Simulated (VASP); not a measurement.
# A VASP 6.6.1 single-point calculation on SnSe

INCAR

```
LASPH = .TRUE.
PREC = Accurate
GGA = PE
SIGMA = 0.1
NELM = 120
LWAVE = .FALSE.
ISIF = 2
NSW = 0
EDIFF = 1E-7
LREAL = .FALSE.
LCHARG = .FALSE.
NBANDS = 17
IBRION = -1
ENCUT = 520
ISMEAR = 2
```

KPOINTS

```
KPOINTS created by Atomic Simulation Environment
0
Gamma
8 8 8
0 0 0
```

POSCAR

```
Sn Se
 1.0000000000000000
     0.0000000000000000    2.8422117735999999    2.8422117735999999
     2.8422117735999999    0.0000000000000000    2.8422117735999999
     2.8422117735999999    2.8422117735999999    0.0000000000000000
 Sn  Se
   1   1
Cartesian
  0.0000000000000000  0.0000000000000000  0.0000000000000000
  2.8422117735999999  2.8422117735999999  2.8422117735999999
```

The recommended PBE PAW datasets give the neutral cell 20 valence electrons.

Command

```
mpirun -np 1 vasp_std
```

OSZICAR

```
N       E                     dE             d eps       ncg     rms          rms(c)
DAV:   1     0.135969361136E+03    0.13597E+03   -0.99721E+03  1004   0.152E+03
DAV:   2     0.369956319275E+01   -0.13227E+03   -0.12834E+03  1082   0.365E+02
DAV:   3    -0.770404173512E+01   -0.11404E+02   -0.11324E+02  1244   0.915E+01
DAV:   4    -0.796912344103E+01   -0.26508E+00   -0.26491E+00  1172   0.146E+01
DAV:   5    -0.797614695177E+01   -0.70235E-02   -0.70231E-02  1374   0.235E+00    0.431E+00
DAV:   6    -0.786669851201E+01    0.10945E+00   -0.21882E-01  1411   0.312E+00    0.267E+00
DAV:   7    -0.786237938187E+01    0.43191E-02   -0.65570E-02  1253   0.125E+00    0.976E-01
DAV:   8    -0.786310399454E+01   -0.72461E-03   -0.65291E-03  1256   0.752E-01    0.797E-02
DAV:   9    -0.786314426639E+01   -0.40272E-04   -0.65981E-04  1397   0.276E-01    0.541E-02
DAV:  10    -0.786314967264E+01   -0.54063E-05   -0.74435E-05  1222   0.565E-02    0.148E-02
DAV:  11    -0.786315373684E+01   -0.40642E-05   -0.18486E-05  1303   0.419E-02    0.694E-03
DAV:  12    -0.786315356573E+01    0.17111E-06   -0.10274E-06  1268   0.907E-03    0.408E-03
DAV:  13    -0.786315343272E+01    0.13302E-06   -0.20161E-07   910   0.435E-03    0.100E-03
DAV:  14    -0.786315333001E+01    0.10271E-06   -0.72707E-08   601   0.158E-03    0.576E-04
DAV:  15    -0.786315333565E+01   -0.56393E-08   -0.54658E-09   582   0.708E-04
   1 F= -.78631533E+01 E0= -.78632179E+01  d E =0.258093E-03
```

From OUTCAR

```
k-points           NKPTS =     29   k-points in BZ     NKDIM =     29   number of bands    NBANDS=     17

   NELECT =      20.0000    total number of electrons

   dimension x,y,z NGX =    30 NGY =   30 NGZ =   30
   dimension x,y,z NGXF=    60 NGYF=   60 NGZF=   60

  energy-cutoff  :      520.00
  volume of cell :       45.92
      direct lattice vectors                 reciprocal lattice vectors
     0.000000000  2.842211774  2.842211774    -0.175919333  0.175919333  0.175919333
     2.842211774  0.000000000  2.842211774     0.175919333 -0.175919333  0.175919333
     2.842211774  2.842211774  0.000000000     0.175919333  0.175919333 -0.175919333

 k-points in reciprocal lattice and weights: KPOINTS created by Atomic Simulation Env
   0.00000000  0.00000000  0.00000000       0.002
   0.12500000  0.00000000  0.00000000       0.016
   0.25000000  0.00000000  0.00000000       0.016
   0.37500000  0.00000000  0.00000000       0.016
   0.50000000  0.00000000  0.00000000       0.008
   0.12500000  0.12500000  0.00000000       0.012
   0.25000000  0.12500000  0.00000000       0.047
   0.37500000  0.12500000  0.00000000       0.047
   ...

 E-fermi :   7.9250

 k-point     1 :       0.0000    0.0000    0.0000
  band No.  band energies     occupation
      1     -13.9775      2.00000
      2     -13.9775      2.00000
      3     -13.9703      2.00000
      4     -13.9703      2.00000
      5     -13.9703      2.00000
      6      -7.5142      2.00000
      7       3.2498      2.00000
      8       4.9485      2.00000
      9       4.9485      2.00000
     10       4.9485      2.00000
     11      12.6502      0.00000
     12      12.6502      0.00000
     13      12.6502      0.00000
     14      13.2939      0.00000
     15      13.2939      0.00000
     16      13.2939      0.00000
     17      15.5823      0.00000

 k-point     2 :       0.1250    0.0000    0.0000
  band No.  band energies     occupation
      1     -13.9797      2.00000
      2     -13.9797      2.00000
      3     -13.9698      2.00000
      4     -13.9671      2.00000
      5     -13.9671      2.00000
      6      -7.3663      2.00000
      7       2.1256      2.00000
      8       4.9708      2.00000
      9       4.9708      2.00000
     10       5.8794      2.00000
     11      11.4851      0.00000
     12      11.6181      0.00000
     13      11.6181      0.00000
     14      13.4351      0.00000
     15      13.7491      0.00000
     16      13.7491      0.00000
     17      16.9929      0.00000

 k-point     3 :       0.2500    0.0000    0.0000
  band No.  band energies     occupation
      1     -13.9859      2.00000
      2     -13.9859      2.00000
      3     -13.9686      2.00000
      4     -13.9581      2.00000
      5     -13.9581      2.00000
      6      -6.9575      2.00000
      7       0.5007      2.00000
      8       5.0494      2.00000
      9       5.0494      2.00000
     10       6.8950      2.00000
     11      10.1591      0.00000
     12      10.1944      0.00000
     13      10.1944      0.00000
     14      13.7976      0.00000
     15      14.8261      0.00000
     16      14.8261      0.00000
     17      19.7874      0.00000

 ...

  Total        4.0326252      4.0326252      4.0326252     -0.0000000      0.0000000     -0.0000000
  in kB      140.7016340    140.7016340    140.7016340     -0.0000000      0.0000000     -0.0000000
  external PRESSURE =     140.7016340 kB  Pullay stress =       0.0000000 kB

 POSITION                                       TOTAL-FORCE (eV/Angst)
 -----------------------------------------------------------------------------------
      0.00000      0.00000      0.00000        -0.000000     -0.000000      0.000000
      2.84221      2.84221      2.84221         0.000000      0.000000     -0.000000
 -----------------------------------------------------------------------------------
    total drift:                               -0.000000      0.000000      0.000000

  FREE ENERGIE OF THE ION-ELECTRON SYSTEM (eV)
  ---------------------------------------------------
  free  energy   TOTEN  =        -7.8631533356 eV

  energy  without entropy=       -7.8634114291  energy(sigma->0) =       -7.86321786
```

It converged. Results: gap between bands v and c on the k mesh 0.61 eV; least direct gap on the k mesh 0.74 eV; pressure 14.1 GPa. Band v is the last that the valence electrons fill when counted band by band, and c is the next.

For comparison, a separate PBE run of the intended cell, on usual settings and not on those above, gives a gap of 0.61 eV on its mesh and a pressure of 14.1 GPa.

The run above took about 29 s on one core of a shared host (Intel Xeon Platinum 8488C) and held 0.17 GiB at most.
